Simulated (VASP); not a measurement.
# Ru (P6_3/mmc) in VASP: further runs

The runs below take Ru through single point, with PBEsol.

Everything below comes from runs of VASP 6.6.1. Logs are shortened: lines on timing, memory, paths and dates and some standing lists are left out, and cuts for length are marked.

## Step 1: The undisturbed crystal

The structure is hexagonal, space group P6_3/mmc (No. 194). The conventional cell has a = 2.706 Å, b = 2.706 Å, c = 4.282 Å, α = 90.00°, β = 90.00°, γ = 120.00°. Ru (site symmetry -6m2) has 12 Ru at 2.65 to 2.71 Å as nearest neighbours.

## Step 2: Single point, PBEsol (grid = ENCUT=400 dk=0.6 cell=2x2x1 ISMEAR=1 SIGMA=0.1 LREAL=Auto EDIFF=1e-06)

INCAR reads:

```
  PREC = Accurate
  ENCUT = 400
  EDIFF = 1E-6
  ISMEAR = 1
  SIGMA = 0.1
  LREAL = Auto
  LASPH = True
  NELM = 120
  ALGO = Fast
  ISIF = 2
  LWAVE = False
  LCHARG = False
  GGA = PS
  NBANDS = 64
```

KPOINTS reads:

```
Automatic mesh
0
Gamma
  3 3 3
```

POSCAR reads:

```
Ru
1.0
    5.4116000000      0.0000000000      0.0000000000
   -2.7058000000      4.6865830752      0.0000000000
    0.0000000000      0.0000000000      4.2819000000
Ru
8
Direct
    0.3333333334      0.1666666666      0.7500000000
    0.3333333334      0.6666666666      0.7500000000
    0.8333333333      0.1666666666      0.7500000000
    0.8333333333      0.6666666666      0.7500000000
    0.1666666666      0.3333333334      0.2500000000
    0.1666666666      0.8333333333      0.2500000000
    0.6666666666      0.3333333334      0.2500000000
    0.6666666666      0.8333333333      0.2500000000
```

Potentials or basis: VASP PAW PBE potentials, release 64 (Ru_pv).

On the command line:

```
> cat potpaw_PBE.64/Ru_pv/POTCAR > POTCAR
> mpirun -np 1 vasp_std > vasp.out
```

OUTCAR:

```text
PREC = Accurate
   ENCUT = 400
   EDIFF = 1E-6
   ISMEAR = 1
   LREAL = Auto
   LASPH = True
   NELM = 120
   ISIF = 2
   GGA = PS

 Found      6 irreducible k-points:

 Following reciprocal coordinates:
            Coordinates               Weight
  0.000000  0.000000  0.000000      1.000000
  0.333333  0.000000  0.000000      6.000000
  0.333333  0.333333  0.000000      2.000000
  0.000000  0.000000  0.333333      2.000000
  0.333333  0.000000  0.333333     12.000000
  0.333333  0.333333  0.333333      4.000000
   k-points           NKPTS =      6   k-points in BZ     NKDIM =      6   number of bands    NBANDS=     64
   number of dos      NEDOS =    301   number of ions     NIONS =      8
   total plane-waves  NPLWV =  36288
   dimension x,y,z NGX =    36 NGY =   36 NGZ =   28
   dimension x,y,z NGXF=    72 NGYF=   72 NGZF=   56
   ions per type =               8
   NGX,Y,Z   is equivalent  to a cutoff of  11.06, 11.06, 10.87 a.u.
   NGXF,Y,Z  is equivalent  to a cutoff of  22.12, 22.12, 21.74 a.u.
 SYSTEM =  unknown system
   PREC   = accura    normal or accurate (medium, high low for compatibility)
   ISTART =      0    job   : 0-new  1-cont  2-samecut
   ICHARG =      2    charge: 1-file 2-atom 10-const
   ISPIN  =      1    spin polarized calculation?
   LNONCOLLINEAR =      F non collinear calculations
   LSORBIT =      F    spin-orbit coupling
   LASPH  =      T    aspherical Exc in radial PAW
   ENCUT  =  400.0 eV  29.40 Ry    5.42 a.u.   8.82  8.82  6.98*2*pi/ulx,y,z
   NELM   =    120;   NELMIN=  2; NELMDL= -5     # of ELM steps
   EDIFF  = 0.1E-05   stopping-criterion for ELM
   LREAL  =      T    real-space projection
   EDIFFG = 0.1E-04   stopping-criterion for IOM
   NSW    =      0    number of steps for IOM
   IBRION =     -1    ionic relax: 0-MD 1-quasi-New 2-CG
   NFREE  =      0    steps in history (QN), initial steepest desc. (CG)
   ISIF   =      2    stress and relaxation
   ISYM   =      2    0-nonsym 1-usesym 2-fastsym
   POTIM  = 0.5000    time-step for ionic-motion
   TEBEG  =    0.0;   TEEND  =   0.0 temperature during run
   PSTRESS=    0.0 pullay stress
   NELECT =     112.0000    total number of electrons
   NUPDOWN=      -1.0000    fix difference up-down
   EMIN   =  10.00;   EMAX   =-10.00  energy-range for DOS
   EFERMI =   0.00;   METHOD = LEGACY
   ISMEAR =     1;   SIGMA  =   0.10  broadening in eV -4-tet -1-fermi 0-gaus
   EFERMI_NEDOS =   21; number of points for ismear=-14 and -15
   IALGO  =     68    algorithm
   IMIX   =      4    mixing-type and parameters
     AMIX     =   0.40;   BMIX     =  1.00
     AMIX_MAG =   1.60;   BMIX_MAG =  1.00
  volume/ion in A,a.u.               =      13.57        91.61
  Fermi-wavevector in a.u.,A,eV,Ry     =   1.654022  3.125649 37.222674  2.735789
  Thomas-Fermi vector in A             =   2.742361
   LORBIT       =      0    0 simple, 1 ext, 2 COOP (PROOUT), +10 PAW based schemes
   GGA     = PS    functional components
   LHFCALC =     F    Hartree Fock is set to
   AEXX    =    0.0000 exact exchange contribution
   IVDW    =     0    specifies the selected vdW correction
   LEPSILON=     F    determine dielectric tensor
   LRPA    =     F    only Hartree local field effects (RPA)
 non-spin polarized calculation
 RMM-DIIS sequential band-by-band and
 Methfessel and Paxton  Order N= 1 SIGMA  =   0.10
  energy-cutoff  :      400.00
  volume of cell :      108.60
 maximum number of plane-waves:      1987
 NGX is ok and might be reduce to    36
   NGX = 17   NGY = 17   NGZ = 13

 number of electron     112.0000029 magnetization

 Free energy of the ion-electron system (eV)
  ---------------------------------------------------
  ext. energy  EPLUGINS =         0.00000000
  ---------------------------------------------------
  free energy    TOTEN  =       -81.01641081 eV

  energy without entropy =      -81.01960454  energy(sigma->0) =      -81.01747538

 E-fermi :  12.6665     XC(G=0): -14.2836

 val. band max:       12.6013027751   @ k =   0.3333   0.3333   0.0000
 cond. band min:      12.7419400739   @ k =   0.3333   0.0000   0.3333
 fundamental gap:      0.1406372988
 Fermi energy:        12.6664812812

 k-point     1 :       0.0000    0.0000    0.0000
  band No.  band energies     occupation
      1     -30.9073      2.00000
      2     -30.7217      2.00000
      3     -30.7217      2.00000
      4     -30.7217      2.00000
      5     -30.5296      2.00000
      6     -30.5296      2.00000
[... 56 lines left out ...]
     63      14.5753     -0.00000
     64      14.6354     -0.00000

 k-point     2 :       0.3333    0.0000    0.0000
  band No.  band energies     occupation
      1     -30.8160      2.00000
      2     -30.6245      2.00000
      3     -30.6245      2.00000
      4     -30.5914      2.00000
      5     -30.5344      2.00000
      6     -30.4674      2.00000
[... 56 lines left out ...]
     63      14.1998     -0.00000
     64      14.3542     -0.00000

 k-point     3 :       0.3333    0.3333    0.0000
  band No.  band energies     occupation
      1     -30.6556      2.00000
      2     -30.6556      2.00000
      3     -30.6556      2.00000
      4     -30.5835      2.00000
      5     -30.4086      2.00000
      6     -30.4086      2.00000
[... 56 lines left out ...]
     63      13.7049     -0.00000
     64      14.1600     -0.00000

 k-point     4 :       0.0000    0.0000    0.3333
  band No.  band energies     occupation
      1     -30.8266      2.00000
      2     -30.8266      2.00000
      3     -30.8266      2.00000
      4     -30.7144      2.00000
      5     -30.7144      2.00000
      6     -30.7144      2.00000
[... 56 lines left out ...]
     63      14.3824     -0.00000
     64      14.4745     -0.00000

 k-point     5 :       0.3333    0.0000    0.3333
  band No.  band energies     occupation
      1     -30.7336      2.00000
      2     -30.7336      2.00000
      3     -30.7008      2.00000
      4     -30.6443      2.00000
      5     -30.6443      2.00000
      6     -30.6128      2.00000
[... 56 lines left out ...]
     63      13.8059     -0.00000
     64      14.0076     -0.00000

 k-point     6 :       0.3333    0.3333    0.3333
  band No.  band energies     occupation
      1     -30.6327      2.00000
      2     -30.6327      2.00000
      3     -30.6327      2.00000
      4     -30.6236      2.00000
      5     -30.6236      2.00000
      6     -30.4940      2.00000
[... 56 lines left out ...]
     63      13.8888     -0.00000
     64      13.8896     -0.00000

------------------------ aborting loop because EDIFF is reached ----------------------------------------

  FORCE on cell =-STRESS in cart. coord.  units (eV):
  Direction    XX          YY          ZZ          XY          YZ          ZX
  --------------------------------------------------------------------------------------
  -------------------------------------------------------------------------------------
  Total       -2.8988905     -2.8988905     -7.4016951      0.0000000      0.0000000      0.0000000
  in kB      -42.7684851    -42.7684851   -109.2001525      0.0000000      0.0000000      0.0000000
  external PRESSURE =     -64.9123742 kB  Pullay stress =       0.0000000 kB

 VOLUME and BASIS-vectors are now :
 -----------------------------------------------------------------------------
  energy-cutoff  :      400.00
  volume of cell :      108.60
      direct lattice vectors                 reciprocal lattice vectors
     5.411600000  0.000000000  0.000000000     0.184788233  0.106687536  0.000000000
    -2.705800000  4.686583075  0.000000000     0.000000000  0.213375072  0.000000000
     0.000000000  0.000000000  4.281900000     0.000000000  0.000000000  0.233541185

 POSITION                                       TOTAL-FORCE (eV/Angst)
 -----------------------------------------------------------------------------------
      1.35290      0.78110      3.21143         0.000000      0.000000      0.000000
      0.00000      3.12439      3.21143        -0.000000      0.000000     -0.000000
      4.05870      0.78110      3.21143         0.000000     -0.000000     -0.000000
      2.70580      3.12439      3.21143        -0.000000      0.000000      0.000000
     -0.00000      1.56219      1.07048        -0.000000     -0.000000      0.000000
     -1.35290      3.90549      1.07048         0.000000      0.000000     -0.000000
      2.70580      1.56219      1.07048         0.000000     -0.000000     -0.000000
      1.35290      3.90549      1.07048        -0.000000     -0.000000      0.000000
 -----------------------------------------------------------------------------------
    total drift:                                0.000001      0.000001      0.000000

  FREE ENERGIE OF THE ION-ELECTRON SYSTEM (eV)
  ---------------------------------------------------
  free  energy   TOTEN  =       -81.0164108058 eV

  energy  without entropy=      -81.0196045364  energy(sigma->0) =      -81.01747538
```

OSZICAR:

```text
N       E                     dE             d eps       ncg     rms          rms(c)
DAV:   1     0.127199997259E+04    0.12720E+04   -0.59319E+04   808   0.162E+03
DAV:   2    -0.267160281864E+02   -0.12987E+04   -0.12605E+04   816   0.547E+02
DAV:   3    -0.853909573561E+02   -0.58675E+02   -0.56681E+02  1032   0.105E+02
DAV:   4    -0.873276158566E+02   -0.19367E+01   -0.19110E+01   928   0.142E+01
DAV:   5    -0.873679272976E+02   -0.40311E-01   -0.40242E-01   888   0.224E+00    0.387E+01
RMM:   6    -0.813562463093E+02    0.60117E+01   -0.17019E+01   774   0.214E+01    0.102E+01
RMM:   7    -0.809953901354E+02    0.36086E+00   -0.59308E+00   787   0.897E+00    0.145E+00
RMM:   8    -0.810163645954E+02   -0.20974E-01   -0.73417E-01   837   0.299E+00    0.121E+00
RMM:   9    -0.810160788275E+02    0.28577E-03   -0.14967E-01   844   0.115E+00    0.287E-01
RMM:  10    -0.810160164379E+02    0.62390E-04   -0.20209E-02   873   0.608E-01    0.682E-02
RMM:  11    -0.810163525478E+02   -0.33611E-03   -0.38101E-03   933   0.164E-01    0.339E-02
RMM:  12    -0.810163979413E+02   -0.45393E-04   -0.60781E-04  1011   0.611E-02    0.175E-02
RMM:  13    -0.810164039162E+02   -0.59749E-05   -0.13954E-04   932   0.337E-02    0.476E-03
RMM:  14    -0.810164091565E+02   -0.52403E-05   -0.46941E-05   859   0.126E-02    0.449E-03
RMM:  15    -0.810164106945E+02   -0.15380E-05   -0.73580E-06   586   0.605E-03    0.132E-03
RMM:  16    -0.810164108058E+02   -0.11138E-06   -0.32526E-06   549   0.275E-03
   1 F= -.81016411E+02 E0= -.81017475E+02  d E =0.319373E-02
```

stdout:

```text
POSCAR found type information on POSCAR Ru
 POSCAR found :  1 types and       8 ions
 scaLAPACK will be used
 -----------------------------------------------------------------------------
|                                                                             |
|                                                                             |
|     You have a (more or less) 'small supercell' and for smaller cells       |
|     it is recommended to use the reciprocal-space projection scheme!        |
|     The real-space optimization is not efficient for small cells and it     |
|     is also less accurate ...                                               |
|     Therefore, set LREAL=.FALSE. in the INCAR file.                         |
|                                                                             |
 -----------------------------------------------------------------------------

 -----------------------------------------------------------------------------
|                                                                             |
|                                                                             |
|     You enforced a specific xc type in the INCAR file but a different       |
|     I HOPE YOU KNOW WHAT YOU ARE DOING!                                     |
|                                                                             |
 -----------------------------------------------------------------------------

 LDA part: xc-table for (Slater+PW92), standard interpolation
 POSCAR, INCAR and KPOINTS ok, starting setup
 FFT: planning ... GRIDC
 FFT: planning ... GRID_SOFT
 FFT: planning ... GRID
 WAVECAR not read
 entering main loop
```

Run time: 73 s. Hardware: 1 thread of Intel Xeon Platinum 8259CL at 2.50GHz (Skylake/Cascade Lake), shared host; peak memory 0.19 GiB.

The run converged, but some of its settings lie outside the range that counts as converged, so its numbers aren't taken as properties of the crystal.

What came out:

| Quantity | Value |
| --- | --- |
| Free energy | -81.0164 eV |
| Pressure | -6.5 GPa |
| Band gap on the k mesh | none (metal or under the smearing width) |

Caveat: the k mesh is coarse (spacing up to 0.49 Å⁻¹), so the values aren't converged; the PAW data sets were made with another functional, which shifts forces and pressure a little.

[end of part 1 of 3]
